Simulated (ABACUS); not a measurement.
**Rb under changes of volume**

One of the cells (95.352 Å³/atom); the others are scaled copies at fixed shape and fractional positions:

```xyz
1
Lattice="-2.9545 2.9545 2.7308 2.9545 -2.9545 2.7308 2.9545 2.9545 -2.7308" Properties=species:S:1:pos:R:3 pbc="T T T"
Rb    0.0000    0.0000    0.0000
```

This isn't the form of Rb at room conditions, which is bcc.

```yaml
Program: ABACUS 3.10.1
Functional: PBE
Potentials_or_basis: PseudoDojo NC SR 0.4.1 PBE standard
Cutoff: 1361 eV
Density_cutoff: 5442 eV
Basis: TZDP LCAO (the cutoffs set its grid)
k_mesh: 7 × 7 × 7
Occupations: fermi-dirac, width 0.05 eV
Spin: no spin polarisation
```

```csv
volume (Å³/atom),energy over the lowest point (meV/atom),pressure (GPa)
89.631,0.30,0.1
91.538,0.00,0.0
93.445,0.42,-0.1
95.352,1.51,-0.1
97.259,3.19,-0.2
99.166,?,?
101.073,8.11,-0.2
```

Problem. What does the run at 99.166 Å³/atom give?

Solution. Energy over the lowest point 5.41 meV/atom; pressure -0.2 GPa.

Worked out: A Birch-Murnaghan fit of order 3 (a polynomial in V^(-2/3)) to the other rows has its minimum at 91.34 Å³/atom with B0 = V·E''(V) = 3.0 GPa and B' = 3.9 at fixed shape and positions, which overstates the stiffness. It gives 5.41 meV/atom at 99.166 Å³/atom, against the run's 5.41, and -dE/dV = -0.2 GPa, against -0.2.

Energies are extrapolated to zero smearing.

Caveats: the atomic orbitals were generated for these runs and aren't a published set; the orbitals of K, Rb and Cs are too short, which can make volumes 7 to 10 % small; the basis of atomic orbitals isn't converged, which shifts pressures, moduli and gaps.
